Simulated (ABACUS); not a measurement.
The system is Ca.

```
CELL_PARAMETERS angstrom
0.00000 2.79420 2.79420
2.79420 0.00000 2.79420
2.79420 2.79420 0.00000
ATOMIC_POSITIONS crystal
Ca 0.00000 0.00000 0.00000
```

```yaml
Program: ABACUS 3.10.1
Task: single point
Functional: PBE
Potentials_or_basis: PseudoDojo NC SR 0.4.1 PBE standard
Cutoff: 1361 eV
Density_cutoff: 5442 eV
Basis: DZP LCAO (the cutoffs set its grid)
k_mesh: 8 × 8 × 8
Occupations: fermi-dirac, width 0.05 eV
Spin: no spin polarisation
```

On this cell: pressure -0.5 GPa; band gap on the k mesh none (metal or under the smearing width).

The same run follows on a disturbed copy (cell strained at random at fixed volume):

```
Ca
1.0
     0.02261    2.80956    2.74477
     2.75250    0.03962    2.72775
     2.84984    2.88989   -0.05772
Ca
1
Direct
  0.99927 0.00324 0.99894
```

Problem. What does the disturbed cell give?

Solution. The energy (extrapolated to zero smearing) moves by +5.4 meV/atom; pressure -0.5 GPa; band gap on the k mesh none (metal or under the smearing width).

Stress tensor (GPa, compression positive):
```
-0.46 -0.65  0.42
-0.65 -0.56  0.26
 0.42  0.26 -0.42
```

Caveats: the atomic orbitals were generated for these runs and aren't a published set; the basis of atomic orbitals isn't converged, which shifts pressures, moduli and gaps.
